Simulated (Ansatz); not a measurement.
Compressing Hf: a fit and a missing row

Hf, Fm-3m, a = 4.479 Å. This isn't the element's structure at ambient conditions. Ansatz: r2SCAN, PAW, 500 eV, Γ-centred 16×16×16 mesh on 1 atom, Gaussian smearing 0.10 eV; no spin polarisation. Symmetry fixes shape and atoms, so the cell is only scaled; pressure is positive in compression.

| V (Å³/atom) | P (GPa) |
| --- | --- |
| 21.120 | ? |
| 21.794 | 3.23 |
| 22.468 | 0.00 |
| 23.142 | -2.90 |
| 23.817 | -5.49 |

Problem. Take V0 = 22.468 Å³/atom, fit the third-order Birch–Murnaghan form to the other rows, and predict the missing pressure.

Solution. With the Eulerian strain f = ½[(V0/V)^(2/3) − 1] and y = P/[3f(1 + 2f)^(5/2)], the form is the line y = B0 + 1.5 B0 (B0′ − 4) f. Rows (f, y): 0.01026, 99.7; -0.00976, 104.0; -0.01906, 105.8. Means f = -0.006187, y = 103.17; Σ(Δf)² = 0.0004490, ΣΔfΔy = -0.09389; the slope is their ratio. y = 101.9 − 209.1 f GPa, so B0 = 101.9 GPa and B0′ = 4 + 2 × (-209.1)/(3 × 101.9) = 2.63. At V = 21.120, f = 0.02106, y = 97.50 and P = 6.83 GPa. The run gave 6.86 GPa, so the fit is 0.03 GPa too low, a small miss on the scale of the series. The form still works here, 33 % of the fitted range beyond its end.

Spin–orbit coupling is left out, which can shift energies with elements as heavy as these.